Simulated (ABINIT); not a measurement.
Here is an ABINIT 10.8.3 (patched build) calculation.

File run.abi:

```
ndtset 2

pp_dirpath "./"
pseudos "Pb.GGA_PBE-JTH.xml, Se.GGA_PBE-JTH.xml"

acell 3*1.0 Angstrom
rprim
     0.0000000000     3.0606500000     3.0606500000
     3.0606500000     0.0000000000     3.0606500000
     3.0606500000     3.0606500000     0.0000000000
ntypat 2
znucl 82 34
natom 2
typat 1 2
xcart
     0.0000000000     0.0000000000     0.0000000000
     3.0606500000     3.0606500000     3.0606500000 Angstrom

ecut 17.0
pawecutdg 34.0

ixc -109134

occopt 3
tsmear 0.00183747

nstep 100

iomode 3
prtwf 0
prteig 0
prtebands 0
enunit 2
prtden1 1

kptopt1 1
ngkpt1 8 8 8
nshiftk1 1
shiftk1 0.0 0.0 0.0
nband1 14
tolvrs1 1.0e-9

iscf2 -2
getden2 1
nband2 18
nbdbuf2 2
tolwfr2 1.0e-12
kptopt2 -9
ndivsm2 5
prteig2 1
prtvol2 -3
kptbounds2
     0.0000000000     0.0000000000     0.0000000000
     0.5000000000     0.0000000000     0.5000000000
     0.5000000000     0.2500000000     0.7500000000
     0.3750000000     0.3750000000     0.7500000000
     0.0000000000     0.0000000000     0.0000000000
     0.5000000000     0.5000000000     0.5000000000
     0.6250000000     0.2500000000     0.6250000000
     0.5000000000     0.2500000000     0.7500000000
     0.5000000000     0.5000000000     0.5000000000
     0.3750000000     0.3750000000     0.7500000000
```

Potentials or basis: JTH PAW PBE v2.0.

Launch:

```bash
$ abinit run.abi > log 2>&1
```

What does it give for the band gap on the k mesh?

0.29 eV, direct.

Levels at the corners of the path, in eV from the valence-band top:
| point | band 6 | band 7 | band 8 | band 9 | band 10 | band 11 | band 12 | band 13 | band 14 | band 15 |
| --- | --- | --- | --- | --- | --- | --- | --- | --- | --- | --- |
| Γ | -13.59 | -6.35 | -1.86 | -1.86 | -1.86 | 4.71 | 4.71 | 4.71 | 6.59 | 6.59 |
| X | -12.16 | -7.42 | -4.96 | -3.21 | -3.21 | 3.76 | 5.60 | 5.60 | 6.03 | 11.46 |
| W | -12.13 | -8.05 | -4.21 | -4.21 | -0.78 | 1.88 | 4.96 | 4.96 | 7.77 | 7.77 |
| K | -12.17 | -8.07 | -4.55 | -2.71 | -2.39 | 3.40 | 4.01 | 5.43 | 5.88 | 10.22 |
| Γ | -13.59 | -6.35 | -1.86 | -1.86 | -1.86 | 4.71 | 4.71 | 4.71 | 6.59 | 6.59 |
| L | -12.53 | -8.82 | -1.44 | -1.44 | 0.00 | 0.29 | 1.69 | 1.69 | 8.61 | 10.22 |
| U | -12.17 | -8.07 | -4.55 | -2.71 | -2.39 | 3.40 | 4.01 | 5.43 | 5.88 | 10.22 |
| W | -12.13 | -8.05 | -4.21 | -4.21 | -0.78 | 1.88 | 4.96 | 4.96 | 7.77 | 7.77 |
| L | -12.53 | -8.82 | -1.44 | -1.44 | 0.00 | 0.29 | 1.69 | 1.69 | 8.61 | 10.22 |
| K | -12.17 | -8.07 | -4.55 | -2.71 | -2.39 | 3.40 | 4.01 | 5.43 | 5.88 | 10.22 |

Caveat: spin-orbit coupling is left out, which as a rule narrows the gap of such compounds by several tenths of an eV.

**Measured values to compare with.**

A printed reference work, monograph reports, for a bulk crystal of PbSe at 4.2 K: band gap 0.15 eV (direct).

Against the measured gap of PbSe, 0.15 eV (direct; 4.2 K; a printed reference work, monograph), the calculated 0.29 eV is off by +0.14 eV. 2 values of this kind are on record (0.15 to 0.28 eV); this one was drawn at random. Spin-orbit coupling on Pb, Se is left out. The value is that of PW91 on a finite k mesh, which can miss the band edges, without temperature or zero-point motion.
